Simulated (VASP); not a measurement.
# HgTe (P4/nmm) in VASP: notebook

The runs below take HgTe through single point, with PBE+D3(BJ).

Program: VASP 6.6.1. These are calculated values, not measurements. Logs are shortened: lines on timing, memory, paths and dates and some standing lists are left out, and cuts for length are marked.

## 1. Starting point

It takes space group P4/nmm (No. 129, tetragonal). The conventional cell has a = 4.760 Å, b = 4.760 Å, c = 5.069 Å, α = 90.00°, β = 90.00°, γ = 90.00°. Hg (site symmetry -4m2) has 4 Te at 2.95 Å and 4 Hg at 3.37 Å as nearest neighbours. Te (site symmetry 4mm) is surrounded by 4 Hg at 2.95 Å.

The cell was built by a generator and needn't be a form met in nature.

## 2. Single point, PBE+D3(BJ)

Input file INCAR:

```
ALGO = Fast ; EDIFF = 1E-6
ENCUT = 520 ; GGA = PE
ISIF = 2 ; ISMEAR = 0
IVDW = 12 ; LASPH = True
LCHARG = False ; LREAL = False
LWAVE = False ; NBANDS = 26
NELM = 100 ; PREC = Accurate
SIGMA = 0.1
```

Input file KPOINTS:

```
k-points
0
Gamma
  10 10 10
```

Input file POSCAR:

```
HgTe
1.0
    4.7601888900      0.0000000000      0.0000000000
    0.0000000000      4.7601888900      0.0000000000
    0.0000000000      0.0000000000      5.0691335395
Hg Te
2 2
Direct
    0.0000000000      0.0000000000      0.0000000000
    0.5000000000      0.5000000000      0.0000000000
    0.0000000000      0.5000000000      0.3434661062
    0.5000000000      0.0000000000      0.6565338938
```

Potentials or basis: VASP PAW PBE potentials, release 64 (Hg, Te).

Run with:

```sh
cat potpaw_PBE.64/Hg/POTCAR potpaw_PBE.64/Te/POTCAR > POTCAR
mpirun -np 1 vasp_std > vasp.out
```

OUTCAR:

```text
EDIFF = 1E-6
   ENCUT = 520
   GGA = PE
   ISIF = 2
   ISMEAR = 0
   IVDW = 12
   LASPH = True
   LREAL = False
   NELM = 100
   PREC = Accurate
 IVDW          = 12

 ion  position               nearest neighbor table
   1  0.000  0.000  0.000-   3 2.95   4 2.95   3 2.95   4 2.95   2 3.37   2 3.37   2 3.37   2 3.37

   2  0.500  0.500  0.000-   3 2.95   4 2.95   4 2.95   3 2.95   1 3.37   1 3.37   1 3.37   1 3.37

   3  0.000  0.500  0.343-   1 2.95   2 2.95   1 2.95   2 2.95
   4  0.500  0.000  0.657-   1 2.95   2 2.95   2 2.95   1 2.95

  LATTYP: Found a simple tetragonal cell.
 ALAT       =     4.7601888900
 C/A-ratio  =     1.0649017626

  Lattice vectors:

 A1 = (   4.7601888900,   0.0000000000,   0.0000000000)
 A2 = (   0.0000000000,   4.7601888900,   0.0000000000)
 A3 = (   0.0000000000,   0.0000000000,   5.0691335395)

Analysis of symmetry for initial positions (statically):
=====================================================================
 Subroutine PRICEL returns:
 Original cell was already a primitive cell.

 Routine SETGRP: Setting up the symmetry group for a
 simple tetragonal supercell.

 Subroutine GETGRP returns: Found 16 space group operations
 (whereof  8 operations were pure point group operations)
 out of a pool of 16 trial point group operations.

The static configuration has the point symmetry D_2d.
 The point group associated with its full space group is D_4h.

Analysis of symmetry for dynamics (positions and initial velocities):
=====================================================================
 Subroutine PRICEL returns:
 Original cell was already a primitive cell.

 Routine SETGRP: Setting up the symmetry group for a
 simple tetragonal supercell.

 Subroutine GETGRP returns: Found 16 space group operations
 (whereof  8 operations were pure point group operations)
 out of a pool of 16 trial point group operations.

The dynamic configuration has the point symmetry D_2d.
 The point group associated with its full space group is D_4h.

 Subroutine INISYM returns: Found 16 space group operations
 (whereof  8 operations are pure point group operations),
 and found     1 'primitive' translations

----------------------------------------------------------------------------------------

                                     Primitive cell

  volume of cell :     114.8635

  direct lattice vectors                    reciprocal lattice vectors
     4.760188890  0.000000000  0.000000000     0.210075697  0.000000000  0.000000000
     0.000000000  4.760188890  0.000000000     0.000000000  0.210075697  0.000000000
     0.000000000  0.000000000  5.069133540     0.000000000  0.000000000  0.197272373

  length of vectors
     4.760188890  4.760188890  5.069133540     0.210075697  0.210075697  0.197272373

  position of ions in fractional coordinates (direct lattice)
     0.000000000  0.000000000  0.000000000
     0.500000000  0.500000000  0.000000000
     0.000000000  0.500000000  0.343466106
     0.500000000  0.000000000  0.656533894

  ion indices of the primitive-cell ions
   primitive index   ion index
                 1           1
                 2           2
                 3           3
                 4           4

----------------------------------------------------------------------------------------

 KPOINTS: k-points

Automatic generation of k-mesh.
 Grid dimensions read from file:
 generate k-points for:   10   10   10

 Generating k-lattice:

  Cartesian coordinates                     Fractional coordinates (reciprocal lattice)
     0.021007570  0.000000000  0.000000000     0.100000000  0.000000000  0.000000000
     0.000000000  0.021007570  0.000000000     0.000000000  0.100000000  0.000000000
     0.000000000  0.000000000  0.019727237     0.000000000  0.000000000  0.100000000

  Length of vectors
     0.021007570  0.021007570  0.019727237

  Shift w.r.t. Gamma in fractional coordinates (k-lattice)
     0.000000000  0.000000000  0.000000000

 Subroutine IBZKPT returns following result:
 ===========================================

 Found    126 irreducible k-points:

 Following reciprocal coordinates:
            Coordinates               Weight
  0.000000  0.000000  0.000000      1.000000
  0.100000  0.000000  0.000000      4.000000
  0.200000  0.000000  0.000000      4.000000
  0.300000  0.000000  0.000000      4.000000
  0.400000  0.000000  0.000000      4.000000
  0.500000  0.000000  0.000000      2.000000
[... 16 lines left out ...]
  0.100000  0.000000  0.100000      8.000000
  0.200000  0.000000  0.100000      8.000000
 [... further k-points ...]
   k-points           NKPTS =    126   k-points in BZ     NKDIM =    126   number of bands    NBANDS=     26
   number of dos      NEDOS =    301   number of ions     NIONS =      4
   total plane-waves  NPLWV =  51840
   dimension x,y,z NGX =    36 NGY =   36 NGZ =   40
   dimension x,y,z NGXF=    72 NGYF=   72 NGZF=   80
   ions per type =               2   2
   NGX,Y,Z   is equivalent  to a cutoff of  12.57, 12.57, 13.12 a.u.
   NGXF,Y,Z  is equivalent  to a cutoff of  25.15, 25.15, 26.24 a.u.
 SYSTEM =  unknown system
   PREC   = accura    normal or accurate (medium, high low for compatibility)
   ISTART =      0    job   : 0-new  1-cont  2-samecut
   ICHARG =      2    charge: 1-file 2-atom 10-const
   ISPIN  =      1    spin polarized calculation?
   LNONCOLLINEAR =      F non collinear calculations
   LSORBIT =      F    spin-orbit coupling
   LASPH  =      T    aspherical Exc in radial PAW
   ENCUT  =  520.0 eV  38.22 Ry    6.18 a.u.   8.85  8.85  9.43*2*pi/ulx,y,z
   NELM   =    100;   NELMIN=  2; NELMDL= -5     # of ELM steps
   EDIFF  = 0.1E-05   stopping-criterion for ELM
   LREAL  =      F    real-space projection
   EDIFFG = 0.1E-04   stopping-criterion for IOM
   NSW    =      0    number of steps for IOM
   IBRION =     -1    ionic relax: 0-MD 1-quasi-New 2-CG
   NFREE  =      0    steps in history (QN), initial steepest desc. (CG)
   ISIF   =      2    stress and relaxation
   ISYM   =      2    0-nonsym 1-usesym 2-fastsym
   POTIM  = 0.5000    time-step for ionic-motion
   TEBEG  =    0.0;   TEEND  =   0.0 temperature during run
   PSTRESS=    0.0 pullay stress
   NELECT =      36.0000    total number of electrons
   NUPDOWN=      -1.0000    fix difference up-down
   EMIN   =  10.00;   EMAX   =-10.00  energy-range for DOS
   EFERMI =   0.00;   METHOD = LEGACY
   ISMEAR =     0;   SIGMA  =   0.10  broadening in eV -4-tet -1-fermi 0-gaus
   EFERMI_NEDOS =   21; number of points for ismear=-14 and -15
   IALGO  =     68    algorithm
   IMIX   =      4    mixing-type and parameters
     AMIX     =   0.40;   BMIX     =  1.00
     AMIX_MAG =   1.60;   BMIX_MAG =  1.00
  volume/ion in A,a.u.               =      28.72       193.78
  Fermi-wavevector in a.u.,A,eV,Ry     =   1.112026  2.101425 16.824991  1.236602
  Thomas-Fermi vector in A             =   2.248596
   LORBIT       =      0    0 simple, 1 ext, 2 COOP (PROOUT), +10 PAW based schemes
   GGA     = PE    functional components
   LHFCALC =     F    Hartree Fock is set to
   AEXX    =    0.0000 exact exchange contribution
   IVDW    =    12    specifies the selected vdW correction
   LEPSILON=     F    determine dielectric tensor
   LRPA    =     F    only Hartree local field effects (RPA)
 non-spin polarized calculation
 RMM-DIIS sequential band-by-band and
 Gauss-broadening in eV      SIGMA  =   0.10
  energy-cutoff  :      520.00
  volume of cell :      114.86
 maximum number of plane-waves:      3124
 NGX is ok and might be reduce to    36
   NGX = 17   NGY = 17   NGZ = 19

 number of electron      36.0000006 magnetization

 Free energy of the ion-electron system (eV)
  ---------------------------------------------------
  ext. energy  EPLUGINS =         0.00000000
  ---------------------------------------------------
  free energy    TOTEN  =        -6.55294109 eV

  energy without entropy =       -6.54960204  energy(sigma->0) =       -6.55127157

 E-fermi :   4.3071     XC(G=0):  -9.8014

 val. band max:        4.2054571863   @ k =   0.1000   0.0000   0.3000
 cond. band min:       4.3103546032   @ k =   0.1000   0.0000   0.4000
 fundamental gap:      0.1048974169
 Fermi energy:         4.3070843348

 k-point     1 :       0.0000    0.0000    0.0000
  band No.  band energies     occupation
      1      -7.7881      2.00000
      2      -6.2138      2.00000
      3      -2.9620      2.00000
      4      -2.9019      2.00000
      5      -2.7245      2.00000
      6      -2.7245      2.00000
[... 18 lines left out ...]
     25      11.6709      0.00000
     26      12.1016      0.00000

 k-point     2 :       0.1000    0.0000    0.0000
  band No.  band energies     occupation
      1      -7.7439      2.00000
      2      -6.2359      2.00000
      3      -2.9423      2.00000
      4      -2.8724      2.00000
      5      -2.7170      2.00000
      6      -2.7090      2.00000
[... 18 lines left out ...]
     25      11.8153      0.00000
     26      11.9663      0.00000

 k-point     3 :       0.2000    0.0000    0.0000
  band No.  band energies     occupation
      1      -7.6152      2.00000
      2      -6.3079      2.00000
      3      -2.8840      2.00000
      4      -2.7966      2.00000
      5      -2.6832      2.00000
      6      -2.6631      2.00000
[... 18 lines left out ...]
     25      11.5069      0.00000
     26      12.0328      0.00000

 k-point     4 :       0.3000    0.0000    0.0000
  band No.  band energies     occupation
      1      -7.4146      2.00000
      2      -6.4423      2.00000
      3      -2.7913      2.00000
      4      -2.7183      2.00000
      5      -2.5878      2.00000
      6      -2.5860      2.00000
[... 18 lines left out ...]
     25      11.3263      0.00000
     26      11.7791      0.00000
[... 496 lines left out ...]
      1      -7.7531      2.00000
      2      -6.2393      2.00000
      3      -2.9617      2.00000
      4      -2.9035      2.00000
      5      -2.7394      2.00000
      6      -2.7394      2.00000
[... 18 lines left out ...]
     25      12.0884      0.00000
     26      12.3491      0.00000

 k-point    23 :       0.1000    0.0000    0.1000
  band No.  band energies     occupation
      1      -7.7098      2.00000
      2      -6.2596      2.00000
      3      -2.9422      2.00000
      4      -2.8737      2.00000
      5      -2.7349      2.00000
      6      -2.7231      2.00000
[... 18 lines left out ...]
     25      11.9122      0.00000
     26      11.9200      0.00000

 k-point    24 :       0.2000    0.0000    0.1000
  band No.  band energies     occupation
      1      -7.5840      2.00000
      2      -6.3266      2.00000
      3      -2.8846      2.00000
      4      -2.7985      2.00000
      5      -2.7068      2.00000
      6      -2.6752      2.00000
[... 18 lines left out ...]
     25      11.6892      0.00000
     26      11.6992      0.00000

 [... further k-points ...]

------------------------ aborting loop because EDIFF is reached ----------------------------------------

 Edisp (eV)   -1.72986

 E8    (eV) :    -0.7894

  FORCE on cell =-STRESS in cart. coord.  units (eV):
  Direction    XX          YY          ZZ          XY          YZ          ZX
  --------------------------------------------------------------------------------------
  -------------------------------------------------------------------------------------
  Total       0.12830     0.12830     0.11403     0.00000    -0.00000     0.00000
  in kB       1.78957     1.78957     1.59051     0.00000    -0.00000     0.00000
  external pressure =        1.72 kB  Pullay stress =        0.00 kB

 VOLUME and BASIS-vectors are now :
 -----------------------------------------------------------------------------
  energy-cutoff  :      520.00
  volume of cell :      114.86
      direct lattice vectors                 reciprocal lattice vectors
     4.760188890  0.000000000  0.000000000     0.210075697  0.000000000  0.000000000
     0.000000000  4.760188890  0.000000000     0.000000000  0.210075697  0.000000000
     0.000000000  0.000000000  5.069133540     0.000000000  0.000000000  0.197272373

 POSITION                                       TOTAL-FORCE (eV/Angst)
 -----------------------------------------------------------------------------------
      0.00000      0.00000      0.00000         0.000000      0.000000      0.000000
      2.38009      2.38009      0.00000         0.000000     -0.000000      0.000000
      0.00000      2.38009      1.74108         0.000000     -0.000000      0.035943
      2.38009      0.00000      3.32806        -0.000000      0.000000     -0.035943
 -----------------------------------------------------------------------------------
    total drift:                                0.000000      0.000000     -0.000000

  FREE ENERGIE OF THE ION-ELECTRON SYSTEM (eV)
  ---------------------------------------------------
  free  energy   TOTEN  =        -8.2828026519 eV

  energy  without entropy=       -8.2794636010  energy(sigma->0) =       -8.28113313
```

Wall time 3.3 min (1 thread of Intel Xeon Platinum 8375C at 2.90GHz (Ice Lake), shared host); peak memory 0.47 GiB.

What came out:

| Property | Result |
| --- | --- |
| Free energy | -8.2828 eV |
| Pressure | 0.2 GPa |
| Largest force | 0.036 eV/Å |
| Band gap on the k mesh | none (metal or under the smearing width) |
| Dispersion energy per atom | -0.432 eV |

Forces in eV/Å, atoms in the order of the input:
```
Hg   0.000  0.000  0.000
Hg   0.000  0.000  0.000
Te   0.000  0.000  0.036
Te   0.000  0.000 -0.036
```

Levels at points of the mesh, in eV from the Fermi level:
```tsv
k point	band 16	band 17	band 18	band 19	band 20	band 21
(0.00, 0.00, 0.00)	-1.34	-1.16	0.40	0.43	0.43	3.92
(0.50, 0.00, 0.00)	-1.94	-1.37	-1.37	2.52	2.52	3.09
(0.50, 0.50, 0.00)	-1.66	-0.76	-0.76	1.18	1.18	2.36
(0.00, 0.00, 0.50)	-1.35	-1.35	-0.84	-0.77	2.55	3.22
(0.50, 0.00, 0.50)	-0.91	-0.64	-0.64	0.43	0.43	3.97
(0.50, 0.50, 0.50)	-3.72	-3.19	-3.19	3.43	3.43	5.80
```

Caveat: pairwise dispersion overbinds metals, which lowers pressure and volume. Spin-orbit coupling is left out, which matters for the levels of Hg, Te.

## 3. Single point, PBE+D3(BJ)

Input file INCAR:

```
PREC = Accurate ; ENCUT = 520
EDIFF = 1E-6 ; ISMEAR = 0
SIGMA = 0.1 ; LREAL = False
LASPH = True ; NELM = 100
ALGO = Fast ; ISIF = 2
LWAVE = False ; LCHARG = False
GGA = PE ; IVDW = 12
NBANDS = 26
```

Input file KPOINTS:

```
regular mesh
0
Gamma
  10 10 10
```

POSCAR is that of step 2.

Potentials or basis: VASP PAW PBE potentials, release 64 (Hg, Te).

Run with:

```sh
cat potpaw_PBE.64/Hg/POTCAR potpaw_PBE.64/Te/POTCAR > POTCAR
mpirun -np 1 vasp_std > vasp.out
```

OUTCAR:

```text
PREC = Accurate
   ENCUT = 520
   EDIFF = 1E-6
   ISMEAR = 0
   LREAL = False
   LASPH = True
   NELM = 100
   ISIF = 2
   GGA = PE
   IVDW = 12
 IVDW          = 12

 ion  position               nearest neighbor table
   1  0.000  0.000  0.000-   3 2.95   4 2.95   3 2.95   4 2.95   2 3.37   2 3.37   2 3.37   2 3.37

   2  0.500  0.500  0.000-   3 2.95   4 2.95   4 2.95   3 2.95   1 3.37   1 3.37   1 3.37   1 3.37

   3  0.000  0.500  0.343-   1 2.95   2 2.95   1 2.95   2 2.95
   4  0.500  0.000  0.657-   1 2.95   2 2.95   2 2.95   1 2.95

  LATTYP: Found a simple tetragonal cell.
 ALAT       =     4.7601888900
 C/A-ratio  =     1.0649017626

  Lattice vectors:

 A1 = (   4.7601888900,   0.0000000000,   0.0000000000)
 A2 = (   0.0000000000,   4.7601888900,   0.0000000000)
 A3 = (   0.0000000000,   0.0000000000,   5.0691335395)

Analysis of symmetry for initial positions (statically):
=====================================================================
 Subroutine PRICEL returns:
 Original cell was already a primitive cell.

 Routine SETGRP: Setting up the symmetry group for a
 simple tetragonal supercell.
[... 175 lines left out ...]

 E-fermi :   4.3071     XC(G=0):  -9.8014

 val. band max:        4.2054571863   @ k =   0.1000   0.0000   0.3000
 cond. band min:       4.3103546032   @ k =   0.1000   0.0000   0.4000
 fundamental gap:      0.1048974169
 Fermi energy:         4.3070843348

 k-point     1 :       0.0000    0.0000    0.0000
  band No.  band energies     occupation
      1      -7.7881      2.00000
      2      -6.2138      2.00000
      3      -2.9620      2.00000
      4      -2.9019      2.00000
      5      -2.7245      2.00000
      6      -2.7245      2.00000
[... 685 lines left out ...]
     25      11.6892      0.00000
     26      11.6992      0.00000

 [... further k-points ...]

------------------------ aborting loop because EDIFF is reached ----------------------------------------

 Edisp (eV)   -1.72986

 E8    (eV) :    -0.7894

  FORCE on cell =-STRESS in cart. coord.  units (eV):
  Direction    XX          YY          ZZ          XY          YZ          ZX
  --------------------------------------------------------------------------------------
  -------------------------------------------------------------------------------------
  Total       0.12830     0.12830     0.11403     0.00000    -0.00000     0.00000
  in kB       1.78957     1.78957     1.59051     0.00000    -0.00000     0.00000
  external pressure =        1.72 kB  Pullay stress =        0.00 kB

 VOLUME and BASIS-vectors are now :
 -----------------------------------------------------------------------------
  energy-cutoff  :      520.00
  volume of cell :      114.86
      direct lattice vectors                 reciprocal lattice vectors
     4.760188890  0.000000000  0.000000000     0.210075697  0.000000000  0.000000000
     0.000000000  4.760188890  0.000000000     0.000000000  0.210075697  0.000000000
     0.000000000  0.000000000  5.069133540     0.000000000  0.000000000  0.197272373

 POSITION                                       TOTAL-FORCE (eV/Angst)
 -----------------------------------------------------------------------------------
      0.00000      0.00000      0.00000         0.000000      0.000000      0.000000
      2.38009      2.38009      0.00000         0.000000     -0.000000      0.000000
      0.00000      2.38009      1.74108         0.000000     -0.000000      0.035943
      2.38009      0.00000      3.32806        -0.000000      0.000000     -0.035943
 -----------------------------------------------------------------------------------
    total drift:                                0.000000      0.000000     -0.000000

  FREE ENERGIE OF THE ION-ELECTRON SYSTEM (eV)
  ---------------------------------------------------
  free  energy   TOTEN  =        -8.2828026519 eV

  energy  without entropy=       -8.2794636010  energy(sigma->0) =       -8.28113313
```

Run time: 1.8 min. Hardware: 1 thread of Intel Xeon 6975P-C (Granite Rapids), shared host; peak memory 0.46 GiB.

What came out:

```yaml
Free_energy: -8.2828 eV
Pressure: 0.2 GPa
Largest_force: 0.036 eV/Å
Band_gap_on_the_k_mesh: none (metal or under the smearing width)
Dispersion_energy_per_atom: -0.432 eV
```

Forces on the atoms (eV/Å):
```
Hg   0.000  0.000  0.000
Hg   0.000  0.000  0.000
Te   0.000  0.000  0.036
Te   0.000  0.000 -0.036
```

Caveat: pairwise dispersion overbinds metals, which lowers pressure and volume.
